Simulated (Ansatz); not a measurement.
Zone-centre phonons of AlN at 4 GPa: input and output

Computed with DFT PBE, scalar-relativistic, plane waves, PAW in Ansatz.

Launched with:
```bash
ansatz run input.yaml --threads 1 --pin off --max-ram 3072MiB --backend cpu --events-out ev --progress --plain --runs-dir out
```

Input (bare energies are in eV):
```yaml
crystal:
  lattice:
    - [0.0, 2.1870060813, 2.1870060813]
    - [2.1870060813, 0.0, 2.1870060813]
    - [2.1870060813, 2.1870060813, 0.0]
  atoms:
    - { symbol: Al, position: [0.0, 0.0, 0.0] }
    - { symbol: "N", position: [0.75, 0.75, 0.75] }
basis:
  ecutwfc: 420
kpoints:
  mp_grid: { grid: [10, 10, 10] }
hamiltonian:
  xc: pbe
scf:
  occupations: { method: fixed }
output:
  eigenvalues: true
phonons:
  method: dfpt
  dielectric: true
  rigid_motions: translations
  eigenvectors: true
```

Results section of the output:
```
--- Phonons (Γ-DFPT): 2 representative perturbations + reference, on 171 of 1000 k-points (Σ response iterations 6) ---
  k mesh reduced under 4 symmetry operations, with k and −k counted as one. Each operation leaves every solved perturbation unchanged. A smaller set is not considered because the run solves the response ...
  ASR residual: 5.276e-5 → 0.000e0 eV/Å²; symmetrization residual: 5.076e-7 eV/Å²
  ASR residual per site (eV/Å²): 5.28e-5 5.22e-5
  Γ frequencies (cm⁻¹): 0.00 0.00 0.00 653.17 653.17 653.17
  ε∞ (high-frequency dielectric tensor):
        4.586166    -0.000000    -0.000000
       -0.000000     4.586166     0.000000
       -0.000000     0.000000     4.586166
  ε⁰ (static dielectric tensor: ions relaxed, cell fixed):
        8.464727    -0.000000    -0.000000
       -0.000000     8.464727     0.000000
       -0.000000     0.000000     8.464727
  ε⁰ − ε∞ (ionic part):
        3.878561    -0.000000     0.000000
       -0.000000     3.878561     0.000000
        0.000000     0.000000     3.878561
  softest optical mode at Γ: 653.17 cm⁻¹; the repairs (sum rule, projections) moved no ω² at Γ by more than (1.04 cm⁻¹)²
  Born effective charges Z* (e; rows j = field, columns β = displacement):
    site 0:
         2.54691   -0.00000   -0.00000
        -0.00000    2.54691    0.00000
         0.00000    0.00000    2.54691
    site 1:
        -2.54691    0.00000    0.00000
         0.00000   -2.54691   -0.00000
        -0.00000   -0.00000   -2.54691
  Z* charge neutrality: 8.290e-4 e pre-enforcement
  solved inside a basis spanned on kpoints, on 10×10×10 k-points, its susceptibility summed on 14×14×14: ε∞ is read to err by 1.2e-2, Z* by 9.0e-3 e (field_mesh: kpoints solves on kpoints); Z* is corrected for ...
  optical modes at Γ without the LO–TO term, one row a degenerate level:
      ω (cm⁻¹) modes IR ((D/Å)²/amu)
        653.17      3            48.6925
  optical modes at Γ + LO–TO along q̂ = [1.0000, 0.0000, 0.0000]:
      ω (cm⁻¹) modes IR ((D/Å)²/amu)
        653.17      2            32.4617
        887.37      1            16.2308
  optical modes at Γ + LO–TO along q̂ = [0.0000, 1.0000, 0.0000]:
      ω (cm⁻¹) modes IR ((D/Å)²/amu)
        653.17      2            32.4617
        887.37      1            16.2308
  optical modes at Γ + LO–TO along q̂ = [0.0000, 0.0000, 1.0000]:
      ω (cm⁻¹) modes IR ((D/Å)²/amu)
        653.17      2            32.4617
        887.37      1            16.2308
```

Time: 28 s on 1 thread of Arm Neoverse V1, on a shared host, peak memory 0.45 GiB.

This zinc-blende form isn't the usual stable structure of the compound at low pressure.